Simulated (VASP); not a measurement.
A calculation with VASP 6.6.1 of TiTe2 (native input, structure from a POSCAR):

Contents of INCAR:

```
  PREC = Accurate
  ENCUT = 500
  EDIFF = 1E-6
  ISMEAR = 0
  SIGMA = 0.05
  LREAL = F
  LASPH = T
  NELM = 80
  ALGO = Normal
  ISIF = 2
  LWAVE = F
  LCHARG = F
  GGA = CA
```

Contents of KPOINTS:

```
Automatic mesh
0
Gamma
  8 8 4
```

Contents of POSCAR:

```
TiTe2
1.0
    3.7770000000      0.0000000000      0.0000000000
   -1.8885000000      3.2709779501      0.0000000000
    0.0000000000      0.0000000000      6.4980000000
Te Ti
2 1
Direct
    0.3333333333      0.6666666667      0.7372000000
    0.6666666667      0.3333333333      0.2628000000
    0.0000000000      0.0000000000      0.0000000000
```

Potentials or basis: VASP PAW LDA potentials, release 64 (Te, Ti).

Launch:

```sh
$ cat potpaw_LDA.64/Te/POTCAR potpaw_LDA.64/Ti/POTCAR > POTCAR
$ mpirun -np 1 vasp_std > vasp.out
```

**Question.** Write the same calculation in another form: ASE script, Cartesian positions.

**Answer.** As run:

The input run.py:

```python
from ase.calculators.vasp import Vasp
from ase.dft.bandgap import bandgap
from ase.io import read

atoms = read('TiTe2.xyz')
calc = Vasp(
    directory='calc',
    xc='lda',
    pp='LDA',
    setups='minimal',
    prec='Accurate',
    encut=500,
    ediff=1e-06,
    ismear=0,
    sigma=0.05,
    lreal=False,
    lasph=True,
    nelm=60,
    algo='Normal',
    isif=2,
    lwave=False,
    lcharg=False,
    kpts=[8, 8, 4],
    gamma=True,
)
atoms.calc = calc

print('energy (eV):', atoms.get_potential_energy())
print('free energy (eV):', atoms.get_potential_energy(force_consistent=True))
print('forces (eV/A):')
print(atoms.get_forces())
print('stress (eV/A^3, Voigt):', atoms.get_stress())
print('Fermi level (eV):', calc.get_fermi_level())
gap, top, bottom = bandgap(calc)
print('band gap (eV):', gap, 'from (spin, k, band)', top, 'to', bottom)
```

TiTe2.xyz

```xyz
3
Lattice="3.7770000000 0.0000000000 0.0000000000 -1.8885000000 3.2709779501 0.0000000000 0.0000000000 0.0000000000 6.4980000000" Properties=species:S:1:pos:R:3 pbc="T T T"
Te    -0.0000000002      2.1806519668      4.7903256000
Te     1.8885000002      1.0903259833      1.7076744000
Ti     0.0000000000      0.0000000000      0.0000000000
```

Potentials or basis: VASP PAW LDA potentials, release 64 (Te, Ti).

The run is started by

```console
$ python run.py
```

Both were run:

|  | native input, structure from a POSCAR | ASE script, Cartesian positions |
| --- | --- | --- |
| Pressure | -4.5 GPa | -4.5 GPa |
| Largest force | 0.337 eV/Å | 0.337 eV/Å |
| Band gap on the k mesh | none (metal or under the smearing width) | none (metal or under the smearing width) |

Keys that steer only the numerical path or the files written may differ.
